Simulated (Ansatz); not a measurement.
# La2O3: the band gap up the ladder of functionals

An exercise on one series of results from a longer session: the logs are not shown, and one member is left open.

The runs shown are made with Ansatz 0.2.0. PAW datasets, plane waves. Calculated at 0 K for a non-magnetic cell.

### The cell

The cell was relaxed beforehand with r2SCAN.

It is trigonal, P-3m1 (No. 164); a = 3.935 Å, c = 6.126 Å in the conventional setting, 16.43 Å³ an atom. Near La stand 7 O at 2.37–2.73 Å; near O stand 4 La at 2.37–2.45 Å; near O stand 6 La at 2.73 Å.

As a file:

Space group P-3m1 (No. 164). a = 3.935 Å, b = 3.935 Å, c = 6.126 Å, α = 90.00°, β = 90.00°, γ = 120.00°
| atom | site | symmetry | x | y | z |
| --- | --- | --- | --- | --- | --- |
| La | 2d | 3m. | 0.6667 | 0.3333 | 0.7538 |
| O | 2d | 3m. | 0.6667 | 0.3333 | 0.3539 |
| O | 1a | -3m. | 0.0000 | 0.0000 | 0.0000 |

Set-up of the first run:

The input, input.yaml:

```yaml
crystal:
  lattice:
    - [3.9351015402, 0.0, 0.0]
    - [-1.9675507701, 3.4078979003, 0.0]
    - [0.0, 0.0, 6.1262271608]
  atoms:
    - { symbol: La, position: [0.6666666667, 0.3333333333, 0.7538431652] }
    - { symbol: La, position: [0.3333333333, 0.6666666667, 0.2461568348] }
    - { symbol: O, position: [0.6666666667, 0.3333333333, 0.3538862911] }
    - { symbol: O, position: [0.3333333333, 0.6666666667, 0.6461137089] }
    - { symbol: O, position: [0.0, 0.0, 0.0] }
kpoints:
  mp_grid: { grid: [12, 12, 4] }
  band_path:
    path:
      - [[0.0, 0.0, 0.0], [0.5, -5.808638457937e-17, -1.302090569377e-18], [0.3333333333333, 0.3333333333333, -8.680603795847e-19], [0.0, 0.0, 0.0], [-6.522444044033e-36, -6.567541715067e-36, 0.5], [0.5, -5.79526506181e-17, 0.5], [0.3333333333333, 0.3333333333333, 0.5], [-6.522444044033e-36, -6.567541715067e-36, 0.5]]
      - [[0.5, -5.79526506181e-17, 0.5], [0.5, -5.808638457937e-17, -1.302090569377e-18]]
      - [[0.3333333333333, 0.3333333333333, 0.5], [0.3333333333333, 0.3333333333333, -8.680603795847e-19]]
    npoints: 10
hamiltonian:
  xc: pbe
scf:
  occupations: { method: fermi_dirac, width: 0.02 }
  n_extra_bands: 5
output:
  forces: true
  stress: true
  eigenvalues: true
  write_density: true
  write_potential: true
  elf: true
  volumetric_format: npy
```

Launch:

```bash
$ ansatz run input.yaml --threads 4 --pin off --max-ram 6451MiB --backend cpu --events-out ev --progress --plain --runs-dir out
```

Steps of the session up to this table: PBE bands along the symmetry lines; r2SCAN; HSE06; Single point with PBE+SOC; PBE0 at the same geometry.

One table of the session follows, with a row left open; its other results are not shown here.

| level | gap (eV) |
| --- | --- |
| PBE | 3.84 |
| r2SCAN | 4.23 |
| HSE06 | 5.29 |
| PBE+SOC | ? |
| PBE0 | 6.03 |

Estimate the missing values for PBE+SOC.

**Answer.** gap (eV): 3.83. In the column «gap (eV)» it is the lowest.

Meshes: PBE 12×12×4, r2SCAN 12×12×4, HSE06 6×6×2, PBE+SOC 12×12×4, PBE0 6×6×2

Against HSE06, PBE is short by 1.45 eV, at 73 % of it, and r2SCAN 80 %. PBE0 lies 0.74 eV above HSE06, which differs from it by screening the long-range exchange.

Caveats from the session: Warnings in the runs' records: stress scf threshold loose, stress exchange threshold loose.
